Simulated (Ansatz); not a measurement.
Runs of Ansatz 0.2.0 on TiCo. The structure is cubic, space group Pm-3m (No. 221). Conventional cell: a = 2.986 Å, b = 2.986 Å, c = 2.986 Å, α = 90.00°, β = 90.00°, γ = 90.00°. Co (site symmetry m-3m) has 8 Ti at 2.59 Å as nearest neighbours. Ti (site symmetry m-3m) has 8 Co at 2.59 Å as nearest neighbours. The cell comes from a database or a generator and needn't be the stable form of this composition.

```csv
task,level,cell,k mesh,cutoff (eV),smearing,gap on the mesh (eV),pressure (GPa),moment (μB)
single point,PBE,as given,9 × 9 × 9,279,gaussian 0.028 eV,none,-0.5,0.84
elastic constants,LDA,as given,7 × 7 × 7,296,fermi-dirac 0.05 eV,none,-14.1,0.69
single point,PBE,as given,9 × 9 × 9,279,gaussian 0.014 eV,none,-0.5,0.84
band structure,BLYP,as given,9 × 9 × 9,278,fermi-dirac 0.05 eV,-,(a),(b)
relaxation of cell and atoms,RPBE,relaxed,9 × 9 × 9,-,fermi-dirac 0.05 eV,-,0.0,0.86
```

Alike in all rows: potentials or basis all-electron LAPW, scalar-relativistic; spin collinear, ferromagnetic start; basis error allowed 0.001 eV/atom.

**Question.** Estimate the missing entries.

**Answer.** (a) 4.8; (b) 0.80.

Caveats: the k mesh is thin for a metal, which can move the energy by tens of meV per atom (some runs); a metal's response needs a denser mesh (some runs); the cell is more than 3 GPa from zero pressure, which shifts response properties (some runs); elastic constants of metals need much finer meshes, so these are rough (some runs).

A gap of «none» marks a metal or a gap under the smearing width.

The runs don't all hold the same shells in valence.
